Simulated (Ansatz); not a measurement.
**Ru (P6_3/mmc): comparison of functionals at one structure in Python**

A script is to give a comparison of functionals at one structure; the system is Ru (P6_3/mmc).

Computed with the Python package of Ansatz 0.2.0. The levels of theory stand in the script.

## (1) The structure

It takes space group P6_3/mmc (No. 194, hexagonal). The conventional cell has a = 2.706 Å, b = 2.706 Å, c = 4.282 Å, α = 90.00°, β = 90.00°, γ = 120.00°. Ru (site symmetry -6m2) has 12 Ru at 2.65 to 2.71 Å as nearest neighbours.

No structure file is read: the coordinates are typed or built in the script.

## (2) Script

run_xc.py reads:

```python
"""Functional comparison for Ru (totals differ with the potentials too)."""

import ansatz as az
import pandas as pd

lattice = az.Lattice.of(
    [2.7058, 0.0, 0.0],
    [-1.3529, 2.34329154, 0.0],
    [0.0, 0.0, 4.2819],
)
sites = [
    ("Ru", [1 / 3, 2 / 3, 0.25]),
    ("Ru", [2 / 3, 1 / 3, 0.75]),
]
system = az.Crystal(lattice=lattice)
for symbol, position in sites:
    system = system.atom(symbol, position)

model = (
    system.calculation()
    .kpoints(12, 12, 7, center="monkhorst-pack")
    .occupations("Methfessel-Paxton", width=50 * az.meV)
    .scf(extra_bands=4)
    .mixing("msr1")
    .accuracy("medium")
    .basis(35 * az.Ry, density_ratio=6)
    .stress()
)

rows = []
for value in ["lda", "rpbe", "pbesol", "pbe", "revpbe"]:
    report = model.functional(value).run(threads=1, backend="cpu").report
    rows.append((value, report["free_energy_ev"] / len(report["lattice"]["sites"]), report["n_iterations"], sum(report["stress_gpa"][i][i] for i in range(3)) / 3, report["n_kpoints"]))

table = pd.DataFrame(rows, columns=["functional", "F/atom (eV)", "iterations", "P (GPa)", "k-points"])
print(table.round(5).to_string(index=False))
```

## (3) What the engine is handed

The engine receives this input (first run):

```yaml
crystal:
  lattice:
    - [2.7058, 0.0, 0.0]
    - [-1.3529, 2.34329154, 0.0]
    - [0.0, 0.0, 4.2819]
  atoms:
    - { symbol: Ru, position: [0.3333333333333333, 0.6666666666666666, 0.25] }
    - { symbol: Ru, position: [0.6666666666666666, 0.3333333333333333, 0.75] }
accuracy: medium
basis:
  ecutwfc: 476.19925930478996
  ecutrho_ratio: 6
kpoints:
  mp_grid:
    grid: [12, 12, 7]
    shift: [0.5, 0.5, 0.0]
hamiltonian:
  xc: lda
scf:
  n_extra_bands: 4
  mixing:
    algorithm: msr1
  occupations:
    method: methfessel_paxton
    width: 0.05
output:
  stress: true
```

## (4) Launch

The run is started by

```console
$ python run_xc.py
```

The log of the run:

```text
DeckWarning: crystal.symmetry: narrowed to the stabiliser of the k-point mesh — unitary ops 24 → 8; excluded 16 operations that carry a point of the 12×12×7 mesh (shift [0.5, 0.5, 0]) off the mesh (the run samples exactly the mesh kpoints.mp_grid names, as under crystal.symmetry.detect: false, and its converged state has the mesh's symmetry, not the crystal's; ε∞, the Born charges and the force constants of a linear response (`dielectric:` by the response, `phonons.method: dfpt`) are averaged over those of the crystal's operations that the state keeps within a tolerance, where `mesh_tensors`, `unaveraged_element` or `gamma_mean_max_change_ev_ang2` stands beside them; a row that [...]
functional  F/atom (eV)  iterations   P (GPa)  k-points
       lda  -5758.27007           6 -12.32244       168
      rpbe  -5885.96465           6   8.93032       168
    pbesol  -5816.49416           5  -6.28915       168
       pbe  -5878.68157           6   4.48752       168
    revpbe  -5883.86505           6   7.66646       168
```

(Warnings from the package without file and line, shortened.)

Run time: 24 s. Hardware: 1 thread of Arm Neoverse V1, shared host; peak memory 0.47 GiB.

## (5) What changed from run to run

The engine's inputs for some of the other runs:

Run 2, against run 1:

```diff
@@ -18 +18 @@
-  xc: lda
+  xc: rpbe
```

Run 3, against run 1:

```diff
@@ -18 +18 @@
-  xc: lda
+  xc: pbesol
```

Run 4, against run 1:

```diff
@@ -18 +18 @@
-  xc: lda
+  xc: pbe
```

Lines on the test bed's own set-up are left out of the output.

## (6) The engine's runs

From the records of these 5 runs:

```
run  functional  energy (eV/atom)  pressure (GPa)  SCF cycles  CPU time (s)
  1         lda        -5758.2701          -12.32           6             5
  2        rpbe        -5885.9646            8.93           6           4.6
  3      pbesol        -5816.4942           -6.29           5           4.3
  4         pbe        -5878.6816            4.49           6           4.5
  5      revpbe        -5883.8650            7.67           6           4.5
```

Energies are free energies F = E - TS of the smeared occupations. Totals under unlike functionals or potentials can't be compared directly.

## (7) Results

| quantity | value |
| --- | --- |
| runs compared | 5 |
| pressure at this cell | -12.3 (lda) to 8.9 GPa (rpbe) |

**Reading.** From lowest to highest: LDA (-12.3 GPa), PBEsol (-6.3 GPa), PBE (4.5 GPa), revPBE (7.7 GPa) and RPBE (8.9 GPa). At a fixed cell a lower pressure usually means a smaller equilibrium volume, so LDA prefers the smallest cell and RPBE the largest. No spin polarisation was allowed. For a metal this k-point mesh is coarse: on a finer one energies can move by several to tens of meV an atom and pressures by half a GPa or more, differences at one mesh by less. Pressure is positive in compression. Total energies of different functionals can't be compared; pressures, moments and gaps at this one structure can.
